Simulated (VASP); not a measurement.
# LiH: DFT settings for training a machine-learned force field, 4 variants

LiH, Fm-3m (no. 225), 32 atoms in the cell. PBE, machine-learned force field (training under varied DFT settings); PAW potentials Li, H (PBE set).

| k mesh | DFT setting moved | Force error on the training data (meV/Å) | Energy error on the training data (meV/atom) | Change of the training forces when computed anew to a tighter threshold (meV/Å) | MD steps with a DFT calculation | MD steps | Time (s) |
|---|---|---|---|---|---|---|---|
| 2 × 2 × 2 | as recommended | 2.1 | 0.024 | 0.09 | 84 | 2000 | 552 |
| 1 × 1 × 1 | Gamma point alone | 6.3 | 0.090 | 0.10 | 120 | 2000 | 406 |
| 2 × 2 × 2 | narrow smearing | ? | ? | ? | ? | ? | 678 |
| 2 × 2 × 2 | loose EDIFF | 2.4 | 0.026 | 1.04 | 82 | 2000 | 588 |

What would be expected in the open row?

Answer: Force error on the training data (meV/Å): 2.0, Energy error on the training data (meV/atom): 0.024, Change of the training forces when computed anew to a tighter threshold (meV/Å): 0.09, MD steps with a DFT calculation: 75, MD steps: 2000.

Limits: Each row's error is against its own DFT data: it shows how smooth they are, not how right.

## Input of the first row

INCAR.step1:
```
SYSTEM = LiH
ALGO = Normal
EDIFF = 1E-6
ENCUT = 330
GGA = PE
IBRION = 0
ISIF = 2
ISMEAR = 0
ISYM = 0
KPAR = 4
LANGEVIN_GAMMA = 10 10
LASPH = .TRUE.
LCHARG = .FALSE.
LREAL = Auto
LWAVE = .FALSE.
MDALGO = 3
ML_LMLFF = .TRUE.
ML_MB = 1200
ML_MCONF = 600
ML_MODE = train
NCORE = 2
NELM = 80
NELMIN = 4
NSW = 2000
NWRITE = 0
POTIM = 0.5
PREC = Normal
RANDOM_SEED = 367214 0 0
SIGMA = 0.05
TEBEG = 150
TEEND = 300
```

INCAR.step2:
```
SYSTEM = LiH
LCHARG = .FALSE.
LWAVE = .FALSE.
ML_LMLFF = .TRUE.
ML_MODE = refit
```

INCAR.step3:
```
SYSTEM = LiH
ALGO = Normal
EDIFF = 1E-7
ENCUT = 330
GGA = PE
IBRION = 11
ISIF = 2
ISMEAR = 0
ISYM = 0
KPAR = 4
LASPH = .TRUE.
LCHARG = .FALSE.
LREAL = Auto
LWAVE = .FALSE.
NCORE = 2
NELM = 80
NELMIN = 4
NSW = 5
PREC = Normal
SIGMA = 0.05
```

KPOINTS.step1:
```
k-points
0
Monkhorst-Pack
  2 2 2
```

KPOINTS.step2:
```
k-points
0
Gamma
  1 1 1
```

POSCAR.fr:
```
  0.995859100038    0.231533155923    0.726582621983
  0.964742201244    0.488719417488    0.475579398015
  0.985860191530    0.721025631910    0.246294394374
  0.218512734862    0.970987497727    0.755809774054
  0.984361067015    0.997306214592    0.005233516769
  0.237638228887    0.254679168829    0.489529783524
  0.241919438740    0.493485265545    0.226784377068
  0.465930155810    0.735368265454    0.728702809431
  0.252171298089    0.750888427738    0.027351833976
  0.492751764600    0.006544865544    0.514099171201
  0.457099634892    0.212801198115    0.243196930865
  0.742613588486    0.493165582111    0.743615509309
  0.492748344608    0.477916555952    0.974457793254
  0.726449069125    0.711631768180    0.473184787424
  0.742965130721    0.000059425182    0.250343394655
  0.762821133782    0.231741579258    0.992967833659
  0.489048309015    0.715067181828    0.226041807668
  0.470852210428    0.974803620008    0.998413693706
  0.503387730278    0.233829673595    0.755310627912
  0.742517996683    0.492337417901    0.239481853152
  0.475310081611    0.477419679109    0.478091702059
  0.729951272655    0.734669479273    0.981072114325
  0.717576098639    0.971407684105    0.733486135288
  0.981256556820    0.228822077431    0.223076254190
  0.739188292137    0.248138459645    0.518567425944
  0.986678448128    0.487855362376    0.975996221958
  0.956590814332    0.712598308582    0.719622598696
  0.227338188428    0.964644877804    0.240071800718
  0.976836759645    0.975969962770    0.492635719292
  0.204562782954    0.195947243796    0.980033792769
  0.223983642121    0.487864756922    0.734302460952
  0.222030343822    0.730969321352    0.489970848924

  0.034483272224    0.219994043712    0.709259955706
  0.032212965682    0.487419179476    0.471587164162
  0.013574124978    0.680919616379    0.191653701416
  0.260862404704    0.957114017358    0.703097297653
  0.012333611303    0.963668340242    0.964716811995
  0.259914684407    0.197375255712    0.454481948798
  0.257560852265    0.449977561232    0.187059794535
  0.514572007652    0.720159673544    0.686913309127
  0.277383242942    0.728400377197    0.954998526168
  0.491908009466    0.927363169981    0.412283298610
  0.510111345810    0.213763390765    0.203427462593
  0.761836368496    0.443263957464    0.691342392909
  0.512903708182    0.461275142685    0.950018652130
  0.740930139376    0.690866359582    0.440986545295
  0.774376001797    0.953000162884    0.196326690606
  0.734177802616    0.205977245380    0.930351638851
  0.519985880893    0.698447517738    0.211016757284
  0.501558735901    0.941326885521    0.940670679010
  0.530742576274    0.226482198646    0.709399544580
  0.741016504315    0.453436835782    0.194738349955
  0.517930679426    0.461011346896    0.439760870952
  0.723413108733    0.681863023372    0.902447934091
  0.798954302330    0.980223476957    0.723965171532
  0.015199425519    0.236111113983    0.242624924303
  0.760261909045    0.202497947227    0.428381810334
  0.038110107962    0.482787277955    0.962076623039
  0.003744704459    0.723933675514    0.715096490770
  0.262961714372    0.955514948944    0.212443925398
  0.023522478756    0.954611418700    0.439022917251
  0.297612304088    0.226412494772    0.955577040628
  0.243417202870    0.459108057040    0.676534564566
  0.269009059815    0.739681338614    0.452753814660

  0.014488323739    0.201994650639    0.682518604078
  0.011407964626    0.461974347809    0.465804597530
  0.044404639167    0.722008017387    0.225862150217
  0.289253868369    0.988463504430    0.706418964773
  0.020918394578    0.962843919291    0.966930644391
  0.329070978425    0.223808667846    0.492002224539
  0.279793533971    0.445703612411    0.185152645802
  0.516406674059    0.707252189105    0.719839511433
  0.255873064937    0.691830923956    0.945991004696
  0.539001857412    0.955596379588    0.471106529981
  0.527960697872    0.187882950704    0.189795021684
  0.791343837171    0.483101941056    0.728080951433
  0.526951963756    0.484035719029    0.982554550318
  0.781483815126    0.685643380127    0.465523896418
  0.790388320245    0.966771295340    0.206430678573
  0.758299418546    0.188245606492    0.937280823354
  0.548205077493    0.729322911271    0.243328881775
  0.508345049532    0.956822240984    0.954096213438
  0.523610966814    0.234741551852    0.748582576636
  0.754910626057    0.440530403238    0.217746974648
  0.589397921881    0.463273558831    0.503601493476
  0.764937816959    0.719094829052    0.957588133833
  0.771022560426    0.986580713736    0.715794101392
  0.037361791529    0.200786768830    0.193879158697
  0.804003342884    0.202593778817    0.439570169795
  0.022066646575    0.475978555751    0.946101743711
  0.022970112253    0.679573890913    0.701057524781
  0.292973188824    0.956479878720    0.219027540743
  0.023009955622    0.952474991942    0.463167216174
  0.236454032040    0.192459895736    0.949602085567
  0.295073188956    0.465087576550    0.730197934516
  0.287558327902    0.693326425031    0.466771509474

  0.030183494840    0.184509223241    0.696730670393
  0.029088462678    0.444137138640    0.453348603342
  0.021305030893    0.665618386688    0.189671706646
  0.285590658542    0.961281257237    0.696888790086
  0.035232653927    0.958359038625    0.945298746127
  0.279475749655    0.214294724612    0.422556406634
  0.212452781770    0.424990597816    0.180606945276
  0.526915054981    0.692388015232    0.688760372240
  0.300462400616    0.721928548385    0.976062084718
  0.523079805479    0.935769493485    0.434962200720
  0.534111327282    0.198855008357    0.211982535539
  0.782480340184    0.467749246120    0.697721631139
  0.533680265139    0.434867297146    0.906928965234
  0.756796485088    0.675754238285    0.417767744522
  0.767388570580    0.946090442995    0.201746565074
  0.741647115991    0.191264054412    0.974010934459
  0.546198147689    0.717121905648    0.210129930293
  0.520316696249    0.967903372438    0.973772395492
  0.514986220095    0.187470602643    0.679459139573
  0.753598215165    0.427340234957    0.193484591283
  0.529759421446    0.463087185357    0.476241708790
  0.754980623993    0.692019373397    0.922450651888
  0.768553524601    0.936568575317    0.726322368889
  0.029359746661    0.230843959608    0.219432817133
  0.761244162607    0.183167920472    0.451671476341
  0.012703274117    0.430742727736    0.952452628633
  0.030945028577    0.704524891875    0.671517400575
  0.272621005554    0.965566982186    0.190881934920
  0.032268770589    0.951008773814    0.438104512231
  0.278902632513    0.196109213140    0.953543668965
  0.291139293401    0.447690883198    0.704965419146
  0.274258052209    0.690638081834    0.432097701849
```

POSCAR.step1:
```
LiH
1.0
   -4.073500000000      4.073500000000      4.073500000000
    4.073500000000     -4.073500000000      4.073500000000
    4.073500000000      4.073500000000     -4.073500000000
Li H
16 16
Direct
   -0.011582574821      0.242264933983      0.734340563980
    0.009174564368      0.503904394040      0.511463054650
   -0.000265382972      0.751444201180      0.240150281017
    0.242925789457      0.002956580672      0.764048497499
    0.013277782223     -0.005563147894      0.004726308213
    0.240816824601      0.228676611151      0.486626996181
    0.241152675624      0.490112177741      0.241771494410
    0.495194423248      0.749734482968      0.753610844471
    0.244011282207      0.740916517406      0.009128462995
    0.491501883533     -0.003165965518      0.490886381620
    0.499873361873      0.240224834998      0.240656229144
    0.739364550125      0.494840838973      0.740041014439
    0.491674802894      0.493618191954     -0.018017952482
    0.763896283960      0.747107433789      0.500448848631
    0.743890356513     -0.022827052805      0.237290871562
    0.735677198019      0.235599318266      0.000564791060
    0.505201010191      0.755365739596      0.246397108959
    0.497341861800     -0.016794546982     -0.003265532663
    0.504479622834      0.258229584359      0.741370339552
    0.772636422354      0.508912209247      0.272093621721
    0.501723859141      0.501755599837      0.512414451528
    0.757024706782      0.746563796157      0.009429437249
    0.754330377065      0.005877127955      0.751234143151
    0.000662964575      0.249097626268      0.246190470377
    0.750226907796      0.257355882030      0.494388489448
   -0.018290958710      0.480991974938     -0.018408715530
   -0.009807129599      0.749970069231      0.754465672591
    0.245332935865     -0.016134985075      0.244735066233
   -0.004291503607     -0.018181803883      0.495153417349
    0.246670453610      0.244345598250     -0.002424448443
    0.256052873547      0.495794858617      0.759461246133
    0.234964930733      0.739217577447      0.477198579619
```

POSCAR.step2:
```
LiH
1.0
   -4.0735000000      4.0735000000      4.0735000000
    4.0735000000     -4.0735000000      4.0735000000
    4.0735000000      4.0735000000     -4.0735000000
Li H
16 16
Direct
    0.0000000000      0.2500000000      0.7500000000
    0.0000000000      0.5000000000      0.5000000000
    0.0000000000      0.7500000000      0.2500000000
    0.2500000000      0.0000000000      0.7500000000
    0.0000000000      0.0000000000      0.0000000000
    0.2500000000      0.2500000000      0.5000000000
    0.2500000000      0.5000000000      0.2500000000
    0.5000000000      0.7500000000      0.7500000000
    0.2500000000      0.7500000000      0.0000000000
    0.5000000000      0.0000000000      0.5000000000
    0.5000000000      0.2500000000      0.2500000000
    0.7500000000      0.5000000000      0.7500000000
    0.5000000000      0.5000000000      0.0000000000
    0.7500000000      0.7500000000      0.5000000000
    0.7500000000      0.0000000000      0.2500000000
    0.7500000000      0.2500000000      0.0000000000
    0.5000000000      0.7500000000      0.2500000000
    0.5000000000      0.0000000000      0.0000000000
    0.5000000000      0.2500000000      0.7500000000
    0.7500000000      0.5000000000      0.2500000000
    0.5000000000      0.5000000000      0.5000000000
    0.7500000000      0.7500000000      0.0000000000
    0.7500000000      0.0000000000      0.7500000000
    0.0000000000      0.2500000000      0.2500000000
    0.7500000000      0.2500000000      0.5000000000
    0.0000000000      0.5000000000      0.0000000000
    0.0000000000      0.7500000000      0.7500000000
    0.2500000000      0.0000000000      0.2500000000
    0.0000000000      0.0000000000      0.5000000000
    0.2500000000      0.2500000000      0.0000000000
    0.2500000000      0.5000000000      0.7500000000
    0.2500000000      0.7500000000      0.5000000000
```

POSCAR.step3:
```
LiH
1.0
   -4.073500000000      4.073500000000      4.073500000000
    4.073500000000     -4.073500000000      4.073500000000
    4.073500000000      4.073500000000     -4.073500000000
Li H
16 16
Direct
    0.987553820902      0.241465550191      0.734165676047
    0.009562424137      0.501631580434      0.511046436688
    0.999991300873      0.752007561043      0.242002824524
    0.243683199727      0.003130417710      0.764262265123
    0.013572615187      0.994525477041      0.005266791042
    0.239718854039      0.229905370837      0.485692489562
    0.240371651461      0.488434139105      0.240954575668
    0.495121617574      0.749806020073      0.754049152708
    0.244454890332      0.740789573462      0.008486037911
    0.490576280877      0.994614176913      0.488418683143
    0.498552775364      0.239725407003      0.239379513009
    0.742346493623      0.496271749731      0.741563130456
    0.489878737003      0.491896905798      0.979493972624
    0.764085634441      0.748069606535      0.499828313136
    0.743003831866      0.976365472474      0.235927302064
    0.733977677666      0.235297738683      0.999485538104
    0.507536683213      0.755700035757      0.249878763095
    0.492649714464      0.978273039720      0.996089955527
    0.509175182869      0.261845800575      0.747273357123
    0.771705237490      0.507263270479      0.270809151133
    0.503737684906      0.503386524811      0.511256153056
    0.754408611475      0.742924332871      0.004893420892
    0.751741336057      0.004481614306      0.752761208922
    0.001435814552      0.247163147403      0.247679851566
    0.752311717222      0.262097160932      0.495238153330
    0.980539363171      0.476713652197      0.977454750359
    0.991669974733      0.753481344593      0.757507128601
    0.243189742558      0.981513041357      0.246022488780
    0.995860568696      0.983118872346      0.497418714832
    0.248145876585      0.245869944407      0.993585131136
    0.252890351936      0.495331148090      0.760658204213
    0.236927008884      0.736613711629      0.480874950052
```

Commands (each step's output is kept before the next begins):
```
cat potpaw_PBE.64/Li/POTCAR potpaw_PBE.64/H/POTCAR > POTCAR
# POSCAR: the crystal's sites, moved at random by about 0.06 A along each axis
cp INCAR.step1 INCAR
cp KPOINTS.step1 KPOINTS
cp POSCAR.step1 POSCAR
mpirun -np 8 vasp_std > vasp.out
cp ML_ABN ../ML_AB.mesh
cp ML_ABN ML_AB
cp INCAR.step2 INCAR
cp KPOINTS.step2 KPOINTS
cp POSCAR.step2 POSCAR
mpirun -np 8 vasp_gam > vasp.out
# POSCAR.fr: 4 further structures after the one in POSCAR, taken evenly from ML_AB
cp INCAR.step3 INCAR
cp KPOINTS.step1 KPOINTS
cp POSCAR.step3 POSCAR
mpirun -np 8 vasp_std < POSCAR.fr > vasp.out
```

Changes of the last row against the first:
```
(step 1)
- EDIFF = 1e-06
+ EDIFF = 0.001
```

VASP 6.6.1 took 552 s on 8 cores (Intel Xeon Platinum 8259CL @ 2.50GHz (Skylake/Cascade Lake)), a shared host.
